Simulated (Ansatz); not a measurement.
# V (Im-3m) in Ansatz: a series of runs

One crystal, V, is run at these levels: BLYP, PBE; tasks: relaxation of cell and atoms, single point.

Program: Ansatz 0.2.0. These are calculated values, not measurements. Logs are shortened: lines on timing, memory, paths and dates and some standing lists are left out, and cuts for length are marked.

## (1) The crystal as given

Symmetry: Im-3m, No. 229, cubic system. Conventional cell: a = 3.029 Å, b = 3.029 Å, c = 3.029 Å, α = 90.00°, β = 90.00°, γ = 90.00°. V (site symmetry m-3m) has 8 V at 2.62 Å as nearest neighbours.

## (2) Relaxation of cell and atoms, BLYP, collinear spin, ferromagnetic start

input.yaml reads:

```yaml
crystal:
  lattice:
    - [-1.51435, 1.51435, 1.51435]
    - [1.51435, -1.51435, 1.51435]
    - [1.51435, 1.51435, -1.51435]
  atoms:
    - { symbol: V, position: [0.0, 0.0, 0.0], spin: 2.0 }
hamiltonian:
  xc: blyp
  pseudopotentials: { kind: paw }
magnetization:
  spin_polarized: true
kpoints:
  mp_grid: { grid: [12, 12, 12] }
scf:
  occupations: { method: fermi_dirac, width: 0.05 }
output:
  forces: true
  stress: true
  eigenvalues: true
  write_density: true
  write_potential: true
  elf: true
  volumetric_format: npy
relax:
  f_tol: 0.01
  max_steps: 40
  cell: { stress_tol: 0.05 }
```

Potentials or basis: Ansatz PAW.

Command:

```sh
$ ansatz run input.yaml --threads 2 --pin off --max-ram 5632MiB --backend cpu --events-out ev --progress --plain --runs-dir out
```

Log:

```text
Warning: RAYON_NUM_THREADS=2 ignored (pool sized by the plan → 2); use --threads N
Engine: ansatz 0.2.0, x86_64-unknown-linux-gnu
Pseudopotentials: kind: paw
Pseudopotential: V, paw, valence charge 13, recommended cutoff 420 eV (normal), V.paw.azcp
Functional definition: BLYP
  parameter beta = 0.0042
  parameter a = 0.04918
  parameter b = 0.132
  parameter c = 0.2533
  parameter d = 0.349
  exchange = b88_x(beta = beta)
  correlation = lyp_c(a = a, b = b, c = c, d = d)
Crystal: 1 atoms, lattice volume = 13.891 Å³
Basis set: ecut = 420 eV, 249 PW (Γ), exchange–correlation on 36×36×36 points (8 copies of the dense FFT grid, shifted against one another)
Bands: 12, of which v1, the nominal top of the filled ones, is band 7 counted from 1 (6 counted from 0)
Symmetry: 48 space group operations
Space group: Im-3m (ITA 229), of the structure as read, at distance tolerance 2.4e-5 Å
Magnetic group: BNS 229.140 (UNI 1642), of the structure as read, at distance tolerance 2.4e-5 Å
k-points: 72 of 1728
Non-local potential: V, projectors of the file, l = 0: 3, l = 1: 2, l = 2: 3, l = 3: 1
PAW form: soft (Blöchl's): semilocal exchange-correlation on the pseudo side does not see the compensation charge
PAW frozen core: V, regenerated for the run's functional, and the local potential with it (the file was generated under x = pbe(κ = 0.804, μ = 0.2195149727645171), c = pbe(β = 0.06672455060314922))
PAW one-centre angular grid: V, 590 points (default); XC on 64 Gauss nodes
Initial density: superposition of atomic densities (chi_scale 0.1, normalization cell)
Starting moments: Σ|m| = 2 μB on 1 of 1 site
Initial wavefunctions: pseudopotential atomic-orbital guess
Functional: x = b88, c = lyp
SCF iter   1: F=—  HF=-2918.475769 eV  |F-HF|=—  |Δ(HF+E_count)|=         —  Δρ=1.13e-1 (↑1.13e-1 ↓4.01e-2)  dr2=1.00e0  dr2_m=6.61e-1  M=1.089 μB ∫|m|=1.089 μB  β_m=0.30  ethr=3.10e-3  ⟨swp⟩=4.2  Hψ=8133  notcnv=0
Mixer restart at iter 1: flushing history
preconditioner: auto → none  [metal: Δε(μ)=0.005 eV  Ē_g=8.870 eV  σ=0.050 eV  W_gap=0.02  n_scr=0 (ndim 8)  ℏωp=22.3 eV  f_vac=0.000  D(μ)=1.17/eV (n_scr^D=12)]
SCF iter   2: F=—  HF=-2918.109475 eV  |F-HF|=—  |Δ(HF+E_count)|=   3.66e-1  Δρ=5.68e-2 (↑5.68e-2 ↓4.61e-2)  dr2=4.47e-2  dr2_m=3.25e-1  M=1.070 μB ∫|m|=1.070 μB  β_m=0.41  ethr=3.10e-3  ⟨swp⟩=2.9  Hψ=4333  notcnv=0  defer=100
SCF iter   3: F=—  HF=-2918.899574 eV  |F-HF|=—  |Δ(HF+E_count)|=         —  Δρ=8.85e-2 (↑8.85e-2 ↓7.42e-2)  dr2=4.58e-2  dr2_m=8.38e-1  M=0.275 μB ∫|m|=0.275 μB  β_m=1.00  ethr=3.44e-4  ⟨swp⟩=2.1  Hψ=2539  notcnv=0  defer=100
Mixer restart at iter 3: flushing history
SCF iter   4: F=—  HF=-2918.969533 eV  |F-HF|=—  |Δ(HF+E_count)|=   7.00e-2  Δρ=3.21e-2 (↑2.87e-2 ↓3.21e-2)  dr2=4.43e-1  dr2_m=8.90e-4  M=0.227 μB ∫|m|=0.227 μB  β_m=0.41  ethr=3.85e-4  ⟨swp⟩=2.2  Hψ=3392  notcnv=0  defer=100
SCF iter   5: F=—  HF=-2918.916580 eV  |F-HF|=—  |Δ(HF+E_count)|=   5.30e-2  Δρ=9.14e-3 (↑9.14e-3 ↓5.59e-3)  dr2=3.44e-3  dr2_m=4.93e-3  M=0.162 μB ∫|m|=0.162 μB  β_m=0.41  ethr=3.85e-4  ⟨swp⟩=2.5  Hψ=3885  notcnv=0  defer=102
SCF iter   6: F=—  HF=-2918.919734 eV  |F-HF|=—  |Δ(HF+E_count)|=   3.15e-3  Δρ=6.07e-3 (↑4.47e-3 ↓6.07e-3)  dr2=2.47e-3  dr2_m=2.94e-3  M=0.147 μB ∫|m|=0.147 μB  β_m=0.70  ethr=2.65e-5  ⟨swp⟩=2.5  Hψ=3561  notcnv=0  defer=121
SCF iter   7: F=—  HF=-2918.927706 eV  |F-HF|=—  |Δ(HF+E_count)|=   7.97e-3  Δρ=3.07e-3 (↑3.07e-3 ↓2.22e-3)  dr2=2.07e-4  dr2_m=7.66e-4  M=0.096 μB ∫|m|=0.096 μB  β_m=0.85  ethr=1.90e-5  ⟨swp⟩=2.5  Hψ=3001  notcnv=0  defer=113
SCF iter   8: F=—  HF=-2918.928633 eV  |F-HF|=—  |Δ(HF+E_count)|=   9.27e-4  Δρ=1.53e-3 (↑1.53e-3 ↓1.07e-3)  dr2=3.08e-5  dr2_m=2.08e-4  M=0.050 μB ∫|m|=0.050 μB  β_m=0.93  ethr=1.59e-6  ⟨swp⟩=2.5  Hψ=2595  notcnv=0  defer=122
SCF iter   9: F=—  HF=-2918.928691 eV  |F-HF|=—  |Δ(HF+E_count)|=   5.81e-5  Δρ=2.18e-4 (↑2.18e-4 ↓9.32e-5)  dr2=3.63e-6  dr2_m=2.45e-6  M=0.006 μB ∫|m|=0.006 μB  β_m=0.96  ethr=2.37e-7  ⟨swp⟩=2.0  Hψ=2664  notcnv=0  defer=125
SCF iter  10: F=—  HF=-2918.928692 eV  |F-HF|=—  |Δ(HF+E_count)|=   8.70e-7  Δρ=2.38e-5 (↑2.38e-5 ↓2.00e-5)  dr2=2.80e-8  dr2_m=5.30e-8  M=0.001 μB ∫|m|=0.001 μB  β_m=0.98  ethr=2.79e-8  ⟨swp⟩=2.4  Hψ=2429  notcnv=0  defer=125
[... 29 lines left out ...]
SCF iter   1: F=—  HF=-2918.928833 eV  |F-HF|=—  |Δ(HF+E_count)|=         —  Δρ=8.05e-5 (↑3.98e-5 ↓8.05e-5)  dr2=9.66e-7  dr2_m=2.83e-7  M=-0.001 μB ∫|m|=0.001 μB  β_m=0.65  ethr=7.12e-9  ⟨swp⟩=1.0  Hψ=9604  notcnv=0
preconditioner: auto → none  [metal: Δε(μ)=0.001 eV  Ē_g=8.383 eV  σ=0.050 eV  W_gap=0.01  n_scr=0 (ndim 8)  ℏωp=22.3 eV  f_vac=0.000  D(μ)=2.52/eV (n_scr^D=42)]
SCF iter   2: F=—  HF=-2918.928833 eV  |F-HF|=—  |Δ(HF+E_count)|=   4.75e-7  Δρ=4.27e-5 (↑3.39e-5 ↓4.27e-5)  dr2=4.65e-7  dr2_m=2.96e-8  M=-0.001 μB ∫|m|=0.001 μB  β_m=0.39  ethr=7.12e-9  ⟨swp⟩=2.2  Hψ=2584  notcnv=0
SCF iter   3: F=—  HF=-2918.928833 eV  |F-HF|=—  |Δ(HF+E_count)|=   9.47e-8  Δρ=1.50e-5 (↑1.49e-5 ↓1.50e-5)  dr2=1.50e-8  dr2_m=2.13e-8  M=-0.001 μB ∫|m|=0.001 μB  β_m=0.52  ethr=3.58e-9  ⟨swp⟩=2.9  Hψ=2694  notcnv=0
SCF iter   4: F=—  HF=-2918.928833 eV  |F-HF|=—  |Δ(HF+E_count)|=   3.10e-7  Δρ=1.92e-5 (↑1.05e-5 ↓1.92e-5)  dr2=1.76e-8  dr2_m=2.57e-8  M=-0.001 μB ∫|m|=0.001 μB  β_m=0.52  ethr=1.15e-10  ⟨swp⟩=2.2  Hψ=2520  notcnv=0
SCF iter   5: F=—  HF=-2918.928833 eV  |F-HF|=—  |Δ(HF+E_count)|=   2.82e-7  Δρ=8.61e-6 (↑6.30e-6 ↓8.61e-6)  dr2=1.50e-9  dr2_m=6.86e-9  M=-0.000 μB ∫|m|=0.000 μB  β_m=0.65  ethr=1.15e-10  ⟨swp⟩=2.0  Hψ=2646  notcnv=0
iter 6 did not close the SCF: its close was put off for a magnetic moment that had not settled (scf_convergence_deferred on its scf_iter line)
SCF iter   6: F=-2918.928833 eV  HF=-2918.928833 eV  |F-HF|=1.20e-9  |Δ(HF+E_count)|=   3.11e-8  Δρ=3.53e-6 (↑1.59e-6 ↓3.53e-6)  dr2=1.87e-9  dr2_m=4.76e-10  M=-0.000 μB ∫|m|=0.000 μB  β_m=0.82  ethr=1.15e-11  ⟨swp⟩=3.4  Hψ=6760  notcnv=0
SCF iter   7: F=—  HF=-2918.928833 eV  |F-HF|=—  |Δ(HF+E_count)|=   1.23e-8  Δρ=2.96e-6 (↑1.59e-6 ↓2.96e-6)  dr2=2.50e-9  dr2_m=1.13e-10  M=0.000 μB ∫|m|=0.000 μB  β_m=0.91  ethr=1.15e-11  ⟨swp⟩=2.0  Hψ=2700  notcnv=0
SCF iter   8: F=—  HF=-2918.928833 eV  |F-HF|=—  |Δ(HF+E_count)|=   7.83e-9  Δρ=4.76e-6 (↑1.58e-6 ↓4.76e-6)  dr2=2.70e-9  dr2_m=9.28e-10  M=0.000 μB ∫|m|=0.000 μB  β_m=0.96  ethr=1.15e-11  ⟨swp⟩=1.7  Hψ=1920  notcnv=0
SCF iter   9: F=-2918.928833 eV  HF=-2918.928833 eV  |F-HF|=7.82e-11  |Δ(HF+E_count)|=   5.86e-9  Δρ=5.09e-7 (↑3.89e-7 ↓5.09e-7)  dr2=1.03e-10  dr2_m=8.31e-13  M=0.000 μB ∫|m|=0.000 μB  ethr=1.15e-11  ⟨swp⟩=3.3  Hψ=6461  notcnv=0
the starting moments were not kept: the SCF closed with an absolute magnetisation of 9.5e-6 μB, where they sum to 2 μB in size (1 site). That is at most 0.1 of that sum. Measured as dr2_m measures the in/out step, that magnetisation stands 4.6e-11 eV from none, at or under the dr2_threshold of 1.4e-8 eV: it is no larger than a step whose dr2_m would equal this threshold.
SCF 3 converged in 9 iterations: F = -2918.928833 eV  dr2 = 1.03e-10
relax step   3: F+E_penalty+E_count = -2918.92883333 eV  Δ(F+E_penalty+E_count) = +7.923e-7 eV  max|allowed force component| = 0.000e0 eV/Å  Δτ_max = 0.0000 Å  P = -0.000 GPa  Ω = 13.834 Å³  energy of the carried Pulay correction = +2.047e-5 eV  (9 SCF iters, dr2 threshold 1.44e-8 eV, accepted)
Initial wavefunctions: pseudopotential atomic-orbital guess (no wavefunctions were taken with the density)
iter 1 solved again at ethr=4.86e-9 eV; its pass at ethr=3.10e-3 eV (dr2=6.32e-7 eV) is discarded
SCF iter   1: F=—  HF=-2918.928813 eV  |F-HF|=—  |Δ(HF+E_count)|=         —  Δρ=4.65e-6 (↑4.41e-6 ↓4.65e-6)  dr2=6.77e-9  dr2_m=3.70e-12  M=0.000 μB ∫|m|=0.000 μB  β_m=0.65  ethr=4.86e-9  ⟨swp⟩=3.1  Hψ=12844  notcnv=0
preconditioner: auto → none  [metal: Δε(μ)=0.003 eV  Ē_g=8.378 eV  σ=0.050 eV  W_gap=0.02  n_scr=0 (ndim 8)  ℏωp=22.3 eV  f_vac=0.000  D(μ)=2.52/eV (n_scr^D=42)]
SCF iter   2: F=—  HF=-2918.928813 eV  |F-HF|=—  |Δ(HF+E_count)|=   4.96e-9  Δρ=1.75e-6 (↑1.75e-6 ↓1.57e-6)  dr2=8.90e-10  dr2_m=2.53e-12  M=0.000 μB ∫|m|=0.000 μB  β_m=0.45  ethr=5.21e-11  ⟨swp⟩=2.3  Hψ=2361  notcnv=0
SCF iter   3: F=—  HF=-2918.928813 eV  |F-HF|=—  |Δ(HF+E_count)|=   1.32e-9  Δρ=6.20e-7 (↑5.96e-7 ↓6.20e-7)  dr2=2.53e-11  dr2_m=2.04e-12  M=0.000 μB ∫|m|=0.000 μB  β_m=0.56  ethr=6.84e-12  ⟨swp⟩=2.0  Hψ=2644  notcnv=0
SCF iter   4: F=—  HF=-2918.928813 eV  |F-HF|=—  |Δ(HF+E_count)|=   1.53e-9  Δρ=4.84e-7 (↑4.84e-7 ↓3.29e-7)  dr2=8.17e-11  dr2_m=2.08e-12  M=0.000 μB ∫|m|=0.000 μB  β_m=0.78  ethr=1.00e-12  ⟨swp⟩=2.2  Hψ=2444  notcnv=0
SCF iter   5: F=—  HF=-2918.928813 eV  |F-HF|=—  |Δ(HF+E_count)|=   1.26e-9  Δρ=1.30e-7 (↑1.30e-7 ↓8.22e-8)  dr2=5.45e-12  dr2_m=1.49e-13  M=0.000 μB ∫|m|=0.000 μB  β_m=0.88  ethr=1.00e-12  ⟨swp⟩=2.0  Hψ=2674  notcnv=0
SCF iter   6: F=-2918.928813 eV  HF=-2918.928813 eV  |F-HF|=4.55e-13  |Δ(HF+E_count)|=  4.00e-11  Δρ=4.33e-8 (↑4.33e-8 ↓2.97e-8)  dr2=6.63e-13  dr2_m=1.32e-14  M=0.000 μB ∫|m|=0.000 μB  ethr=1.00e-12  ⟨swp⟩=3.0  Hψ=5650  notcnv=0
the starting moments were not kept: the SCF closed with an absolute magnetisation of 1.2e-6 μB, where they sum to 2 μB in size (1 site). That is at most 0.1 of that sum. Measured as dr2_m measures the in/out step, that magnetisation stands 7.5e-13 eV from none, at or under the dr2_threshold of 1.0e-11 eV: it is no larger than a step whose dr2_m would equal this threshold.
SCF 4 converged in 6 iterations: F = -2918.928813 eV  dr2 = 6.63e-13
relax step   4: F+E_penalty+E_count = -2918.92881310 eV  Δ(F+E_penalty+E_count) = +2.022e-5 eV  max|allowed force component| = 0.000e0 eV/Å  Δτ_max = 0.0000 Å  P = -0.005 GPa  Ω = 13.834 Å³  stress off target by 5.03e-3 GPa  SCF on the basis re-selected at this cell (its energy is not comparable with the rows above)  (6 SCF iters)
basis re-selected at this cell: Δ(F+E_penalty+E_count) = +2.022e-5 eV, ΔP = -0.005 GPa vs the last step (what re-selecting the basis moved, of the pressure what is left beyond the Pulay correction that the steps carried, after the strain that the cell walked since its last selection, with what the two solves' SCF thresholds leave and, on support functions, any second-order correction that the steps lacked; it is no measure of the basis error at this ecutwfc). This SCF's stress stands 5.03e-3 GPa from its target on what of the cell is left free (relax.cell.stress_tol is 5.00e-2 GPa) and its largest allowed force component is 0.00e0 eV/Å (relax.f_tol is 1.00e-2 eV/Å): within both
SCF converged after 6 iterations
Magnetization: 0.0000 μB (6.5000 up, 6.5000 down)
Absolute magnetization: 0.0000 μB (∫|ρ↑−ρ↓|, with the PAW one-centre terms)
Spin contamination: 0.0000 ħ² per cell (⟨S²⟩ above its minimum at these occupations)
Per-site moments (μB) at R_I (Å): [(9.546706300650285e-7, 1.0804792147543445)]
Free energy (F): -2918.928813 eV
Harris-Foulkes:  -2918.928813 eV  (|F-HF|=4.55e-13)
Internal energy: -2918.909280 eV  (E = F + TS)
E sigma→0 (E₀):  -2918.919047 eV
Entropy (-TS):   -0.019533 eV (-19.533 meV/atom)
Fermi energy:    16.504644 eV
--- Per-component energies (eV) ---
  E_band       = -144.151152
  E_kinetic    = 336.318892
  E_local      = -916.957483  (includes V_loc(G=0)·N_el)
  E_nonlocal   = -44.886634
  E_hartree    = 420.750051
  E_xc         = -128.289236
  E_vxc        = -162.294938  (∫ρ·V_xc dr)
  E_paw        = -1121.808701  (= ΣΔE_a)
  E_vpaw       = -197.831375  (= ΣTr[D̂ρ^β])
  E_aug_tail   = 0.000253  (compensation charges beyond the density's cutoff)
  E_ewald      = -1464.052303
  E_core_change = 0.015883  (= ΣΔE_core)
  E_smearing   = -0.019533  (= −TS)
  E_closure    = 0.000000  (closes the sum)
  Σ components = -2918.928813   (vs F -2918.928813, Δ=0.00e0)
--- Forces (eV/Å), atoms counted from 1 ---
  atom   1  V     -0.00000000    -0.00000000     0.00000000
  max |Σ_I F_I| component: 2.72e-32 eV/Å
--- Stress (GPa, compression-positive) ---
       -0.005031      -0.000000       0.000000
       -0.000000      -0.005031       0.000000
        0.000000       0.000000      -0.005031
  P = ⅓ Tr σ = -0.0050 GPa (-0.050 kbar)
--- Band table (eV; the first three rows and the last of 144) ---
  k-point 0 ↑: bands = ["-47.0831", "-20.5102", "-20.5102", "-20.5102", "10.1317", "16.8519", "16.8519", "16.8519", "18.8281", "18.8281", "37.0314", "37.0314"]
  k-point 1 ↑: bands = ["-47.0712", "-20.5683", "-20.5281", "-20.5105", "10.4042", "16.7406", "16.8274", "17.0444", "18.7056", "18.8358", "36.4722", "36.9516"]
  k-point 2 ↑: bands = ["-47.0386", "-20.7254", "-20.5769", "-20.5115", "11.1691", "16.4480", "16.6946", "17.5946", "18.5109", "18.8673", "34.8511", "36.3343"]
  k-point 71 ↓: bands = ["-46.7781", "-21.0829", "-21.0829", "-21.0829", "13.6659", "13.6659", "20.0435", "20.0435", "20.0435", "26.5998", "26.5998", "26.5998"]
--- Relaxed structure (3 steps of the walk, 3 accepted, 1 SCFs on fresh bases) ---
  F+E_penalty+E_count = -2918.92881310 eV   max|allowed force component| = 0.000e0 eV/Å   (the final SCF, on the basis selected at the relaxed cell)
  cell:  # Å, volume = 13.8342 Å³
    - [-1.5122787042235546, 1.5122787042235546, 1.5122787042235546]
    - [1.5122787042235546, -1.5122787042235546, 1.5122787042235546]
    - [1.5122787042235546, 1.5122787042235546, -1.5122787042235546]
  atoms:
    - { symbol: V, position: [0.0, 0.0, 0.0] }
```

Wall time 6.6 s (2 threads of Intel Xeon at 2.70GHz, shared host); peak memory 0.35 GiB.

Results:

```
Free energy                            : -2918.9288 eV
Relaxed volume                         : 13.83 Å³/atom
Relaxed cell                           : a = 2.619 Å, b = 2.619 Å, c = 2.619 Å, α = 109.47°, β = 109.47°, γ = 109.47°
Space group after relaxing (to 0.05 Å) : Im-3m (No. 229)
Energy gained by relaxing              : 0.1 meV/atom
Ionic steps                            : 4
Pressure after relaxing                : 0.0 GPa
Band gap on the k mesh                 : none (metal or under the smearing width)
Net moment                             : 0.00 μB per cell
Absolute moment                        : 0.00 μB per cell
```

Step by step:
| step | energy change (eV) | largest force (eV/Å) | volume (Å³) |
| --- | --- | --- | --- |
| 1 | 0.0000 | 0.0000 | 13.89 |
| 2 | -0.0001 | 0.0000 | 13.83 |
| 3 | -0.0001 | 0.0000 | 13.83 |
| 4 | -0.0001 | 0.0000 | 13.83 |

Final structure:
```cif
data_structure
_symmetry_space_group_name_H-M 'P 1'
_symmetry_Int_Tables_number 1
_cell_length_a 2.6193
_cell_length_b 2.6193
_cell_length_c 2.6193
_cell_angle_alpha 109.471
_cell_angle_beta 109.471
_cell_angle_gamma 109.471
_cell_volume 13.83
loop_
_atom_site_label
_atom_site_type_symbol
_atom_site_fract_x
_atom_site_fract_y
_atom_site_fract_z
_atom_site_occupancy
V1 V 0.00000 0.00000 0.00000 1
```

Caveat: the plane-wave basis is chosen anew once the cell has moved, so the energies of steps on either side of that aren't comparable; the PAW data sets come from PBE, with cores solved anew for the run's functional, which leaves a small shift of forces and pressure; the starting moments weren't kept.

## (3) Single point, PBE, collinear spin, ferromagnetic start

input.yaml, as its differences from that of step 2:

```diff
@@ -8,3 +8,3 @@
 hamiltonian:
-  xc: blyp
+  xc: pbe
   pseudopotentials: { kind: paw }
@@ -15,3 +15,3 @@
 scf:
-  occupations: { method: fermi_dirac, width: 0.05 }
+  occupations: { method: gaussian, width: 0.012 }
 output:
@@ -24,5 +24 @@
   volumetric_format: npy
-relax:
-  f_tol: 0.01
-  max_steps: 40
-  cell: { stress_tol: 0.05 }
```

Potentials or basis: Ansatz PAW.

Command:

```sh
$ ansatz run input.yaml --threads 2 --pin off --max-ram 5632MiB --backend cpu --events-out ev --progress --plain --runs-dir out
```

Wall time 2.5 s (2 threads of Intel Xeon at 2.70GHz, shared host); peak memory 0.32 GiB.

The run converged. Its results:

| Quantity | Value |
| --- | --- |
| Free energy | -2912.3965 eV |
| Pressure | -5.2 GPa |
| Band gap on the k mesh | none (metal or under the smearing width) |
| Net moment | -0.12 μB per cell |
| Absolute moment | 0.12 μB per cell |
| Site moments | V -0.10 μB |

Levels at points of the mesh, in eV from the Fermi level:
Spin up:
```tsv
k point	band 4	band 5	band 6	band 7	band 8	band 9
(0.00, 0.00, 0.00)	-37.00	-6.45	0.50	0.50	0.50	2.41
(0.00, 0.00, -0.50)	-37.00	-3.00	-0.98	1.60	2.41	2.75
(-0.50, -0.50, -0.50)	-37.56	-2.79	-2.79	3.68	3.68	3.68
```
Spin down:
```tsv
k point	band 2	band 3	band 4	band 5	band 6	band 7	band 8	band 9	band 10	band 11
(0.00, 0.00, 0.00)	-37.09	-37.09	-37.09	-6.51	0.38	0.38	0.38	2.35	2.35	20.31
(0.00, 0.00, -0.50)	-37.91	-37.35	-37.10	-3.08	-1.09	1.54	2.33	2.69	3.94	9.78
(-0.50, -0.50, -0.50)	-37.65	-37.65	-37.65	-2.85	-2.85	3.56	3.56	3.56	9.92	9.92
```

Caveat: the starting moments weren't kept.
